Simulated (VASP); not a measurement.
# Ir (Fm-3m) in VASP: core levels with PBEsol

Aim: the core levels of Ir with PBEsol.

All numbers are computed with VASP 6.6.1; they aren't measurements. Logs are shortened: lines on timing, memory, paths and dates and some standing lists are left out, and cuts for length are marked.

## 1. The structure

The structure is cubic, space group Fm-3m (No. 225). Conventional cell: a = 3.831 Å, b = 3.831 Å, c = 3.831 Å, α = 90.00°, β = 90.00°, γ = 90.00°. Ir (site symmetry m-3m) is surrounded by 12 Ir at 2.71 Å.

## 2. Core levels, PBEsol

Contents of INCAR:

```
PREC = Accurate
ENCUT = 520
EDIFF = 1E-7
ISMEAR = -1
SIGMA = 0.05
LREAL = F
LASPH = T
NELM = 60
ALGO = Normal
ISIF = 2
LWAVE = F
LCHARG = F
GGA = PS
ICORELEVEL = 1
```

Contents of KPOINTS:

```
regular mesh
0
Gamma
  15 15 15
```

Contents of POSCAR:

```
Ir
1.0
    0.0000000000      1.9156000000      1.9156000000
    1.9156000000      0.0000000000      1.9156000000
    1.9156000000      1.9156000000      0.0000000000
Ir
1
Direct
    0.0000000000      0.0000000000      0.0000000000
```

Potentials or basis: VASP PAW PBE potentials, release 64 (Ir).

The run is started by

```console
$ cat potpaw_PBE.64/Ir/POTCAR > POTCAR
$ mpirun -np 1 vasp_std > vasp.out
```

OUTCAR:

```text
PREC = Accurate
   ENCUT = 520
   EDIFF = 1E-7
   ISMEAR = -1
   LREAL = F
   LASPH = T
   NELM = 60
   ISIF = 2
   GGA = PS

 ion  position               nearest neighbor table
   1  0.000  0.000  0.000-

  LATTYP: Found a face centered cubic cell.
 ALAT       =     3.8312000000

  Lattice vectors:

 A1 = (   0.0000000000,   1.9156000000,   1.9156000000)
 A2 = (   1.9156000000,   0.0000000000,   1.9156000000)
 A3 = (   1.9156000000,   1.9156000000,   0.0000000000)

Analysis of symmetry for initial positions (statically):
=====================================================================
 Subroutine PRICEL returns:
 Original cell was already a primitive cell.

 Routine SETGRP: Setting up the symmetry group for a
 face centered cubic supercell.

 Subroutine GETGRP returns: Found 48 space group operations
 (whereof 48 operations were pure point group operations)
 out of a pool of 48 trial point group operations.

The static configuration has the point symmetry O_h .

Analysis of symmetry for dynamics (positions and initial velocities):
=====================================================================
 Subroutine PRICEL returns:
 Original cell was already a primitive cell.

 Routine SETGRP: Setting up the symmetry group for a
 face centered cubic supercell.

 Subroutine GETGRP returns: Found 48 space group operations
 (whereof 48 operations were pure point group operations)
 out of a pool of 48 trial point group operations.

The dynamic configuration has the point symmetry O_h .

 Subroutine INISYM returns: Found 48 space group operations
 (whereof 48 operations are pure point group operations),
 and found     1 'primitive' translations

----------------------------------------------------------------------------------------

                                     Primitive cell

  volume of cell :      14.0587

  direct lattice vectors                    reciprocal lattice vectors
     0.000000000  1.915600000  1.915600000    -0.261014826  0.261014826  0.261014826
     1.915600000  0.000000000  1.915600000     0.261014826 -0.261014826  0.261014826
     1.915600000  1.915600000  0.000000000     0.261014826  0.261014826 -0.261014826

  length of vectors
     2.709067500  2.709067500  2.709067500     0.452090940  0.452090940  0.452090940

  position of ions in fractional coordinates (direct lattice)
     0.000000000  0.000000000  0.000000000

  ion indices of the primitive-cell ions
   primitive index   ion index
                 1           1

----------------------------------------------------------------------------------------

 KPOINTS: regular mesh

Automatic generation of k-mesh.
 Grid dimensions read from file:
 generate k-points for:   15   15   15

 Generating k-lattice:

  Cartesian coordinates                     Fractional coordinates (reciprocal lattice)
    -0.017400988  0.017400988  0.017400988     0.066666667  0.000000000  0.000000000
     0.017400988 -0.017400988  0.017400988     0.000000000  0.066666667  0.000000000
     0.017400988  0.017400988 -0.017400988     0.000000000  0.000000000  0.066666667

  Length of vectors
     0.030139396  0.030139396  0.030139396

  Shift w.r.t. Gamma in fractional coordinates (k-lattice)
     0.000000000  0.000000000  0.000000000

 Subroutine IBZKPT returns following result:
 ===========================================

 Found    120 irreducible k-points:

 Following reciprocal coordinates:
            Coordinates               Weight
  0.000000  0.000000  0.000000      1.000000
  0.066667  0.000000  0.000000      8.000000
  0.133333  0.000000  0.000000      8.000000
  0.200000  0.000000  0.000000      8.000000
  0.266667  0.000000  0.000000      8.000000
  0.333333  0.000000  0.000000      8.000000
[... 16 lines left out ...]
  0.133333  0.133333  0.000000      6.000000
  0.200000  0.133333  0.000000     24.000000
 [... further k-points ...]
   k-points           NKPTS =    120   k-points in BZ     NKDIM =    120   number of bands    NBANDS=      8
   number of dos      NEDOS =    301   number of ions     NIONS =      1
   total plane-waves  NPLWV =   8000
   dimension x,y,z NGX =    20 NGY =   20 NGZ =   20
   dimension x,y,z NGXF=    40 NGYF=   40 NGZF=   40
   ions per type =               1
   NGX,Y,Z   is equivalent  to a cutoff of  12.27, 12.27, 12.27 a.u.
   NGXF,Y,Z  is equivalent  to a cutoff of  24.55, 24.55, 24.55 a.u.
 SYSTEM =  unknown system
   PREC   = accura    normal or accurate (medium, high low for compatibility)
   ISTART =      0    job   : 0-new  1-cont  2-samecut
   ICHARG =      2    charge: 1-file 2-atom 10-const
   ISPIN  =      1    spin polarized calculation?
   LNONCOLLINEAR =      F non collinear calculations
   LSORBIT =      F    spin-orbit coupling
   LASPH  =      T    aspherical Exc in radial PAW
   ENCUT  =  520.0 eV  38.22 Ry    6.18 a.u.   5.04  5.04  5.04*2*pi/ulx,y,z
   NELM   =     60;   NELMIN=  2; NELMDL= -5     # of ELM steps
   EDIFF  = 0.1E-06   stopping-criterion for ELM
   LREAL  =      F    real-space projection
   EDIFFG = 0.1E-05   stopping-criterion for IOM
   NSW    =      0    number of steps for IOM
   IBRION =     -1    ionic relax: 0-MD 1-quasi-New 2-CG
   NFREE  =      0    steps in history (QN), initial steepest desc. (CG)
   ISIF   =      2    stress and relaxation
   ISYM   =      2    0-nonsym 1-usesym 2-fastsym
   POTIM  = 0.5000    time-step for ionic-motion
   TEBEG  =    0.0;   TEEND  =   0.0 temperature during run
   PSTRESS=    0.0 pullay stress
   NELECT =       9.0000    total number of electrons
   NUPDOWN=      -1.0000    fix difference up-down
   EMIN   =  10.00;   EMAX   =-10.00  energy-range for DOS
   EFERMI =   0.00;   METHOD = LEGACY
   ISMEAR =    -1;   SIGMA  =   0.05  broadening in eV -4-tet -1-fermi 0-gaus
   EFERMI_NEDOS =   21; number of points for ismear=-14 and -15
   IALGO  =     38    algorithm
   IMIX   =      4    mixing-type and parameters
     AMIX     =   0.40;   BMIX     =  1.00
     AMIX_MAG =   1.60;   BMIX_MAG =  1.00
  volume/ion in A,a.u.               =      14.06        94.87
  Fermi-wavevector in a.u.,A,eV,Ry     =   1.410937  2.666284 27.085691  1.990742
  Thomas-Fermi vector in A             =   2.532839
   LORBIT       =      0    0 simple, 1 ext, 2 COOP (PROOUT), +10 PAW based schemes
   GGA     = PS    functional components
   LHFCALC =     F    Hartree Fock is set to
   AEXX    =    0.0000 exact exchange contribution
   IVDW    =     0    specifies the selected vdW correction
   LEPSILON=     F    determine dielectric tensor
   LRPA    =     F    only Hartree local field effects (RPA)
 non-spin polarized calculation
  energy-cutoff  :      520.00
  volume of cell :       14.06
 maximum number of plane-waves:       388
   NGX =  9   NGY =  9   NGZ =  9

 number of electron       9.0000000 magnetization

 Free energy of the ion-electron system (eV)
  ---------------------------------------------------
  ext. energy  EPLUGINS =         0.00000000
  ---------------------------------------------------
  free energy    TOTEN  =        -9.82926055 eV

  energy without entropy =       -9.82127216  energy(sigma->0) =       -9.82526635

 the core state eigenenergies are
   1-  1s -76087.5277  2s -13295.7651  2p -11545.5940  3s  -3098.2372  3p  -2586.7229
       3d  -2024.6891  4s   -648.9912  4p   -481.2834  4d   -275.5770  4f    -46.9409
       5s    -82.5681  5p    -39.3465

 E-fermi :  10.4089     XC(G=0): -14.1388

 val. band max:       10.3910210535   @ k =  -0.4000   0.4667   0.0667
 cond. band min:      10.4119133719   @ k =  -0.3333   0.2667   0.0667
 fundamental gap:      0.0208923184
 Fermi energy:        10.4089338398

 k-point     1 :       0.0000    0.0000    0.0000
  band No.  band energies     occupation
      1      -0.9032      2.00000
      2       6.4127      2.00000
      3       6.4127      2.00000
      4       6.4127      2.00000
      5       9.1555      2.00000
      6       9.1555      2.00000
      7      24.6622      0.00000
      8      30.2736      0.00000

 k-point     2 :       0.0667    0.0000    0.0000
  band No.  band energies     occupation
      1      -0.7043      2.00000
      2       6.3062      2.00000
      3       6.4990      2.00000
      4       6.4990      2.00000
      5       9.0996      2.00000
      6       9.0996      2.00000
      7      25.0069      0.00000
      8      29.2519      0.00000

 k-point     3 :       0.1333    0.0000    0.0000
  band No.  band energies     occupation
      1      -0.1382      2.00000
      2       6.0532      2.00000
      3       6.7086      2.00000
      4       6.7086      2.00000
      5       9.0001      2.00000
      6       9.0001      2.00000
      7      25.9049      0.00000
      8      27.4401      0.00000

 k-point     4 :       0.2000    0.0000    0.0000
  band No.  band energies     occupation
      1       0.6835      2.00000
      2       5.8411      2.00000
      3       6.8769      2.00000
      4       6.8769      2.00000
      5       9.0591      2.00000
      6       9.0591      2.00000
      7      25.5031      0.00000
      8      26.9945      0.00000

 k-point     5 :       0.2667    0.0000    0.0000
  band No.  band energies     occupation
      1       1.5086      2.00000
      2       5.9773      2.00000
      3       6.8334      2.00000
      4       6.8334      2.00000
      5       9.4670      2.00000
      6       9.4670      2.00000
      7      23.6614      0.00000
      8      27.0153      0.00000
[... 199 lines left out ...]
 k-point    24 :       0.2000    0.1333    0.0000
  band No.  band energies     occupation
      1       0.7591      2.00000
      2       5.3480      2.00000
      3       7.2058      2.00000
      4       7.3039      2.00000
      5       8.1173      2.00000
      6       9.6279      2.00000
      7      27.3860      0.00000
      8      27.4607      0.00000

 k-point    25 :       0.2667    0.1333    0.0000
  band No.  band energies     occupation
      1       1.5884      2.00000
      2       5.1379      2.00000
      3       6.9122      2.00000
      4       7.4595      2.00000
      5       8.6689      2.00000
      6       9.9529      1.99978
      7      25.6608      0.00000
      8      28.1324      0.00000

 k-point    26 :       0.3333    0.1333    0.0000
  band No.  band energies     occupation
      1       2.3313      2.00000
      2       5.2917      2.00000
      3       6.4771      2.00000
      4       7.3901      2.00000
      5       9.6918      2.00000
      6      10.4861      0.35229
      7      23.5200      0.00000
      8      27.4338      0.00000

 k-point    27 :       0.4000    0.1333    0.0000
  band No.  band energies     occupation

------------------------ aborting loop because EDIFF is reached ----------------------------------------

  FORCE on cell =-STRESS in cart. coord.  units (eV):
  Direction    XX          YY          ZZ          XY          YZ          ZX
  --------------------------------------------------------------------------------------
  -------------------------------------------------------------------------------------
  Total        0.0552984      0.0552984      0.0552984     -0.0000000      0.0000000      0.0000000
  in kB        6.3020089      6.3020089      6.3020089     -0.0000000      0.0000000      0.0000000
  external PRESSURE =       6.3020089 kB  Pullay stress =       0.0000000 kB

 VOLUME and BASIS-vectors are now :
 -----------------------------------------------------------------------------
  energy-cutoff  :      520.00
  volume of cell :       14.06
      direct lattice vectors                 reciprocal lattice vectors
     0.000000000  1.915600000  1.915600000    -0.261014826  0.261014826  0.261014826
     1.915600000  0.000000000  1.915600000     0.261014826 -0.261014826  0.261014826
     1.915600000  1.915600000  0.000000000     0.261014826  0.261014826 -0.261014826

 POSITION                                       TOTAL-FORCE (eV/Angst)
 -----------------------------------------------------------------------------------
      0.00000      0.00000      0.00000         0.000000     -0.000000      0.000000
 -----------------------------------------------------------------------------------
    total drift:                                0.000000      0.000000     -0.000000

  FREE ENERGIE OF THE ION-ELECTRON SYSTEM (eV)
  ---------------------------------------------------
  free  energy   TOTEN  =        -9.8292605486 eV

  energy  without entropy=       -9.8212721568  energy(sigma->0) =       -9.82526635
```

Wall time 19 s (1 thread of Intel Xeon Platinum 8175M at 2.50GHz (Skylake/Cascade Lake), shared host); peak memory 0.13 GiB.

What came out:

- Free energy: -9.8293 eV
- Pressure: 0.6 GPa
- Band gap on the k mesh: none (metal or under the smearing width)

Levels at points of the mesh, in eV from the Fermi level:
```
           k point  band 2  band 3  band 4  band 5  band 6  band 7
(0.00, 0.00, 0.00)   -4.00   -4.00   -4.00   -1.25   -1.25   14.25
```

Core levels (eV, on the scale of the bands):
| atom | levels |
| --- | --- |
| 1 Ir | 1s -76087.5, 2s -13295.8, 2p -11545.6, 3s -3098.2, 3p -2586.7, 3d -2024.7, 4s -649.0, 4p -481.3, 4d -275.6, 4f -46.9, 5s -82.6, 5p -39.3 |

Caveat: the PAW data sets were made with another functional, which shifts forces and pressure a little. Spin-orbit coupling is left out, which matters for the levels of Ir.
